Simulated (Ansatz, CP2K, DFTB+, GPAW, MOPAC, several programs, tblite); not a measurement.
# What cheap methods get right for ZnF2

Aim: run ZnF2 through methods of unlike cost and see what each gets, and at what price.

Method: no spin polarisation, static lattice; gaps from single points on the cell relaxed beforehand with r²SCAN, in MOPAC, DFTB+, tblite, CP2K, Ansatz, GPAW (versions at each run).

### Step 1. The structure to begin with

It takes space group P4_2/mnm (No. 136, tetragonal). The conventional cell has a = 4.703 Å, b = 4.703 Å, c = 3.127 Å, α = 90.00°, β = 90.00°, γ = 90.00°. Zn (site symmetry mmm) has 6 F at 2.02 to 2.04 Å as nearest neighbours. Around F (site symmetry m2m) lie 3 Zn at 2.02 to 2.04 Å.

Structure file:

```xyz
6
Lattice="4.7034 0.0000 0.0000 0.0000 4.7034 0.0000 0.0000 0.0000 3.1268" Properties=species:S:1:pos:R:3 pbc="T T T"
Zn    0.0000    0.0000    0.0000
Zn    2.3517    2.3517    1.5634
F     1.4260    1.4260    0.0000
F     0.9257    3.7777    1.5634
F     3.2773    3.2773    0.0000
F     3.7777    0.9257    1.5634
```

**Question.** The methods are PM6, PM7, GFN1-xTB (DFTB+), GFN1-xTB (tblite), GFN2-xTB (tblite), PBE/DZVP, PBE/SZV, coarse PBE, GLLB-SC, PBE, r2SCAN. What gap does r2SCAN give on this cell, and which other methods (full PBE left aside) come nearest to r2SCAN and farthest in gap, volume and bulk modulus?

| quantity | value |
| --- | --- |
| r2SCAN | gap 4.28 eV, 11.53 Å³/atom, B₀ 122 GPa |
| gap: nearest and farthest of the other methods | coarse PBE (-0.38 eV), GFN1-xTB (tblite) (-3.24 eV) |
| volume: nearest and farthest of the other methods | PBE/DZVP (+6.5 %), PBE/SZV (+10.7 %) |
| bulk modulus: nearest and farthest of the other methods | PBE/DZVP, PBE/SZV (about 15 % off); GFN2-xTB (tblite) (-51 %) |

What this shows: Among the 9 methods compared for the gap (full PBE left aside), coarse PBE is nearest to r2SCAN and GFN1-xTB (tblite) farthest. Among the 3 methods compared for the volume (full PBE left aside), PBE/DZVP is nearest to r2SCAN and PBE/SZV farthest. For the bulk modulus (full PBE left aside), PBE/DZVP, PBE/SZV tie for nearest to r2SCAN; GFN2-xTB (tblite) is farthest. A minimal basis or a coarse cutoff and mesh shifts results by its own error, so closeness to r2SCAN can be chance. Cluster runs see only the k-points that fold onto the zone centre, so their gaps can miss the band edges. GLLB-SC is compared with its derivative discontinuity added. No volume is given for PM6, PM7, GFN1-xTB (DFTB+), GFN1-xTB (tblite), coarse PBE, which can hide a larger miss. GFN1-xTB appears twice: with a k mesh in DFTB+ and on a cluster in tblite, with other periodic electrostatics; the gaps differ by 1.49 eV, a measure of how far either can be trusted. CPU times run from 1.4 s (coarse PBE) to 73 s (PBE/DZVP). On this cell PBE/DZVP, GLLB-SC cost more than r2SCAN itself (17 s), so they are no saving here. r2SCAN is a yardstick, not the truth: it usually gives gaps below the measured ones.
